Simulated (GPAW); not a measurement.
Wanted: an ASE script for a GPAW 26.7.0 run.

```yaml
Task: equation of state
Functional: PBEsol
Potentials_or_basis: PAW data sets generated in the run's folder for this functional
Cutoff: 600 eV
Basis: pw
k_mesh: 8 × 8 × 8
Occupations: fermi-dirac, width 0.05 eV
Spin: no spin polarisation
Maxiter: 150
Eos_scales: "[0.94, 0.96, 0.98, 1.0, 1.02, 1.04, 1.06]"
```

AlAu:

```
Au Al
1.0
     3.22394    0.00000    0.00000
     0.00000    3.22394    0.00000
     0.00000    0.00000    3.22394
Au Al
1 1
Direct
  0.50000 0.50000 0.50000
  0.00000 0.00000 0.00000
```

The cell comes from a database or a generator and needn't be the stable form of this composition.

These files were run (other wordings do the same):

run.py

```python
from ase import Atoms
from ase.eos import EquationOfState
from ase.io import Trajectory
from ase.units import GPa
from gpaw import GPAW, PW, setup_paths

setup_paths.insert(0, '.')

atoms = Atoms(['Au', 'Al'],
              cell=[[3.223942, 0.0, 0.0],
                    [0.0, 3.223942, 0.0],
                    [0.0, 0.0, 3.223942]],
              scaled_positions=[[0.5, 0.5, 0.5],
                                [0.0, 0.0, 0.0]],
              pbc=True)

traj = Trajectory('eos.traj', 'w')
volumes, energies = [], []
for x in [0.94, 0.96, 0.98, 1.0, 1.02, 1.04, 1.06]:
    a = atoms.copy()
    a.set_cell(atoms.cell * x**(1 / 3), scale_atoms=True)
    calc = GPAW(mode=PW(600),
                xc='PBEsol',
                kpts={'size': (8, 8, 8), 'gamma': True},
                occupations={'name': 'fermi-dirac', 'width': 0.05},
                nbands=17,
                convergence={'density': 1e-05, 'energy': 1e-05},
                maxiter=150,
                txt=f'eos-{x:.2f}.txt')
    a.calc = calc
    energies.append(a.get_potential_energy(force_consistent=True))
    volumes.append(a.get_volume())
    p = -a.get_stress()[:3].mean() / GPa
    calc.write(f'eos-{x:.2f}.gpw')
    traj.write(a)
    print(f'{x:.2f} {volumes[-1]:10.4f} A^3 {energies[-1]:14.6f} eV {p:9.3f} GPa', flush=True)

v0, e0, B = EquationOfState(volumes, energies, eos='birchmurnaghan').fit()
print(f'V0 = {v0:.4f} A^3, E0 = {e0:.6f} eV, B0 = {B / GPa:.2f} GPa')
```

Potentials or basis: PAW data sets generated in the run's folder for this functional, pw.

Command:

```sh
$ gpaw-setup -f PBEsol Al Au
$ OMP_NUM_THREADS=1 python run.py
```

Results of the run:

| Item | Value |
| --- | --- |
| Equilibrium volume | 16.11 Å³/atom |
| Bulk modulus | 129 GPa |
| Pressure derivative of the bulk modulus | 6.2 (rough: it moves with the points fitted) |

Caveat: with this Au data set, volumes or pressures lay over 1.5 % or 2 GPa off other programs in two to four cells of ten.

Wall time 80 s on 1 thread of Arm Neoverse V1 (shared host), peak memory 0.22 GiB.
